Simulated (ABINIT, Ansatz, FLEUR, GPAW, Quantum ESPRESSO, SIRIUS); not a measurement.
Cost and result for the net moment per atom of CoO

```
CELL_PARAMETERS angstrom
-1.50800 1.50800 2.10725
1.50800 -1.50800 2.10725
1.50800 1.50800 -2.10725
ATOMIC_POSITIONS crystal
Co 0.00000 0.00000 0.00000
O 0.50000 0.50000 0.00000
```

```csv
rung,level,program and potentials,cutoff (eV),k mesh,smearing,task,core time,chip,net moment per atom (μB),notes
LDA,LDA,"Ansatz, Ansatz PAW",420,12 × 12 × 12,fermi-dirac 0.05,band structure,17 s,Arm Neoverse V1,1.43,"potentials made for PBE, which Ansatz adapts in part; 11.5 valence electrons an atom on average"
GGA,PBE,"Ansatz, Ansatz PAW",420,12 × 12 × 12,fermi-dirac 0.05,band structure,21 s,Arm Neoverse V1,1.46,11.5 valence electrons an atom on average
GGA + dispersion,BLYP+D4,"Ansatz, Ansatz PAW",420,12 × 12 × 12,gaussian 0.01,electron localisation function,94 s,Intel Xeon,1.35,"potentials made for PBE, which Ansatz adapts in part; 11.5 valence electrons an atom on average"
GGA,PBEsol,"GPAW, PAW data sets generated for this functional",800,12 × 12 × 12,gaussian 0.1,single point,98 s,Arm Neoverse V2,1.48,7.5 valence electrons an atom on average
GGA,RPBE,"GPAW, the program's PAW data sets (release 1.2.1) made for this functional",800,12 × 12 × 12,gaussian 0.05,single point,1.8 min,Arm Neoverse V2,1.49,7.5 valence electrons an atom on average
GGA + U (4 eV),PBEsol+U (Co d U = 4 eV),"FLEUR, all-electron, FLAPW",-,10 × 10 × 10,fermi-dirac 0.05,single point,3.1 min,AMD EPYC 7R43 Zen 3,1.50,-
GGA,PBEsol,"SIRIUS, PseudoDojo 0.4.1 PBEsol standard (scalar relativistic)",1307,12 × 12 × 12,fermi-dirac 0.05,single point,3.3 min,AMD EPYC 7R43 Zen 3,1.49,11.5 valence electrons an atom on average
GGA,PBEsol,"ABINIT, JTH PAW PBE v2.0",707,10 × 10 × 10,fermi-dirac 0.05,band structure,3.6 min,Arm Neoverse V2,1.47,potentials made for PBE; 11.5 valence electrons an atom on average
GGA,PBE,"ABINIT, PseudoDojo NC SR PBE v0.4.1 standard",1252,9 × 9 × 9,fermi-dirac 0.05,single point,4.3 min,Arm Neoverse V1,1.49,11.5 valence electrons an atom on average
GGA,revPBE,"ABINIT, JTH PAW PBE v2.0",844,10 × 10 × 10,fermi-dirac 0.05,single point,4.5 min,Intel Xeon Platinum 8375C Ice Lake,1.46,potentials made for PBE; 11.5 valence electrons an atom on average
GGA,PBE,"SIRIUS, PseudoDojo 0.4.1 PBE standard (scalar relativistic)",1307,12 × 12 × 12,fermi-dirac 0.05,single point,8.5 min,Arm Neoverse V1,1.49,11.5 valence electrons an atom on average
GGA,PBEsol,"Quantum ESPRESSO, PseudoDojo 0.4.1 SR PBEsol standard",1306,10 × 10 × 10,fermi-dirac 0.05,Wannier functions,12 min,Arm Neoverse V1,1.48,11.5 valence electrons an atom on average
```

Times are single runs on shared hosts and different chips, so they are rough; meshes, cutoffs and the tasks' sizes weigh on the time. All rows: collinear spin, ferromagnetic start. Smearing widths are in eV. The cell comes from a database and isn't always the measured one. For a metal such meshes aren't converged. Meshes differ between rows, which moves values too. Meshes are those of the run's cell of 2 atoms unless a note names another. A magnetic state is the one that its parallel start led to; the crystal's real order can differ. Runs on faulty files, with rough fits or with known faults for this quantity aren't shown. No row holds spin-orbit coupling.

By rung: LDA 1.43; GGA 1.46 to 1.49; GGA + dispersion 1.35; GGA + U (4 eV) 1.50 (μB).
